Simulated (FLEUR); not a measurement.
# MgO (Fm-3m) in FLEUR: further runs, part 2 of 2

FLEUR MaX-R8.1 (later development tree).

## Step 5: Equation of state, SCAN, 9.22 Å³/atom

Changes to inp.xml since step 4:

```diff
@@ -27,3 +27,3 @@
       <xi:include xmlns:xi="http://www.w3.org/2001/XInclude" href="sym.xml"> </xi:include>
-      <bulkLattice scale="0.9864848297">
+      <bulkLattice scale="1.0000000000">
          <bravaisMatrix>
```

On the command line:

```console
$ inpgen -f crystal.txt -profile fastHighL
$ # inp.xml edited to the form shown
$ fleur_MPI
```

Wall time 39 s (1 thread of Arm Neoverse V1, shared host); peak memory 0.09 GiB.

Results (log left out):

```yaml
Free_energy: -7507.8583 eV
Band_gap_on_the_k_mesh: 5.70 eV, direct
Valence_electrons_inside_the_program's_atomic_spheres: Mg 8.29; O 5.44 (radii Mg 1.91, O 1.65 bohr)
```

Caveat: the meta-GGA is that of a development version, with a GGA for the radial functions and cores and without core tails.

## Step 6: Equation of state, SCAN, 9.59 Å³/atom (volume scaled by 1.04)

Changes to inp.xml since step 5:

```diff
@@ -27,3 +27,3 @@
       <xi:include xmlns:xi="http://www.w3.org/2001/XInclude" href="sym.xml"> </xi:include>
-      <bulkLattice scale="1.0000000000">
+      <bulkLattice scale="1.0131594038">
          <bravaisMatrix>
```

Potentials or basis: all-electron, FLAPW.

On the command line:

```console
$ inpgen -f crystal.txt -profile fastHighL
$ # inp.xml edited to the form shown
$ fleur_MPI
```

It took 42 s on 1 thread of Arm Neoverse V1, shared host; peak memory 0.09 GiB.

The run converged. Its results:

```yaml
Free_energy: -7507.8448 eV
Band_gap_on_the_k_mesh: 5.33 eV, direct
Valence_electrons_inside_the_program's_atomic_spheres: Mg 8.27; O 5.41 (radii Mg 1.91, O 1.65 bohr)
```

Caveat: the meta-GGA is that of a development version, with a GGA for the radial functions and cores and without core tails.

## Step 7: Equation of state, SCAN, 9.77 Å³/atom (volume scaled by 1.06)

Changes to inp.xml since step 6:

```diff
@@ -27,3 +27,3 @@
       <xi:include xmlns:xi="http://www.w3.org/2001/XInclude" href="sym.xml"> </xi:include>
-      <bulkLattice scale="1.0131594038">
+      <bulkLattice scale="1.0196128224">
          <bravaisMatrix>
```

On the command line:

```console
$ inpgen -f crystal.txt -profile fastHighL
$ # inp.xml edited to the form shown
$ fleur_MPI
```

Run time: 43 s. Hardware: 1 thread of Arm Neoverse V1, shared host; peak memory 0.09 GiB.

The run converged. Its results:

```yaml
Free_energy: -7507.8281 eV
Band_gap_on_the_k_mesh: 5.15 eV, direct
Valence_electrons_inside_the_program's_atomic_spheres: Mg 8.26; O 5.40 (radii Mg 1.91, O 1.65 bohr)
```

Caveat: the meta-GGA is that of a development version, with a GGA for the radial functions and cores and without core tails.

## Step 8: Equation of state, SCAN

Potentials or basis: all-electron, FLAPW.

No new run: the results of the series are fitted here.

What came out:

```
Equilibrium volume : 9.22 Å³/atom
Bulk modulus       : 164 GPa
```

Energy against volume, from the lowest point:
| volume (Å³/atom) | energy (meV/atom) |
| --- | --- |
| 8.668 | 18.96 |
| 8.853 | 7.73 |
| 9.221 | 0.00 |
| 9.590 | 6.75 |
| 9.775 | 15.07 |

Caveat: the meta-GGA is that of a development version, with a GGA for the radial functions and cores and without core tails.

## Step 9: Comparison with measurements

Step 2. A measured gap of MgO is 7.83 eV (quoted in “Electronic structure of alkaline earth and post-transition metal oxides”, 2009, arxiv:0908.1581); the calculated 5.62 eV misses it by -2.21 eV. The value is that of SCAN, without temperature or zero-point motion. The cell is a database's relaxed one, not the measured one, which moves gaps too.
